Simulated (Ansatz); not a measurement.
Crystal: InP.

```
CELL_PARAMETERS angstrom
0.00000 2.93050 2.93050
2.93050 0.00000 2.93050
2.93050 2.93050 0.00000
ATOMIC_POSITIONS crystal
In 0.00000 0.00000 0.00000
P 0.75000 0.75000 0.75000
```

| Item | Value |
| --- | --- |
| Program | Ansatz 0.2.0 |
| Task | relaxation of cell and atoms |
| Functional | RPBE |
| Potentials or basis | Ansatz PAW |
| Cutoff | 420 eV (not typed: the program's choice for these potentials) |
| k mesh | 8 × 8 × 8 |
| Occupations | fermi-dirac, width 0.05 eV |
| Spin | no spin polarisation |

At the start: volume 25.17 Å³/atom.

Q: How do energy, volume and symmetry change on relaxing?

A: It ends after 4 steps and the volume is 27.26 Å³/atom (+8.3 %); space group F-43m (No. 216, to 0.05 Å).

Step by step:
| step | energy change (eV) | largest force (eV/Å) | volume (Å³) |
| --- | --- | --- | --- |
| 1 | 0.0000 | 0.0000 | 50.33 |
| 2 | -0.0602 | 0.0000 | 54.83 |
| 3 | -0.0607 | 0.0000 | 54.51 |
| 4 | -0.0618 | 0.0000 | 54.51 |

Final structure:
```cif
data_structure
_symmetry_space_group_name_H-M 'P 1'
_symmetry_Int_Tables_number 1
_cell_length_a 4.2560
_cell_length_b 4.2560
_cell_length_c 4.2560
_cell_angle_alpha 60.000
_cell_angle_beta 60.000
_cell_angle_gamma 60.000
_cell_volume 54.51
loop_
_atom_site_label
_atom_site_type_symbol
_atom_site_fract_x
_atom_site_fract_y
_atom_site_fract_z
_atom_site_occupancy
In1 In 0.00000 0.00000 0.00000 1
P1 P 0.75000 0.75000 0.75000 1
```

Caveat: the plane-wave basis is chosen anew once the cell has moved, so the energies of steps on either side of that aren't comparable; the PAW data sets come from PBE, with cores solved anew for the run's functional, which leaves a small shift of forces and pressure.
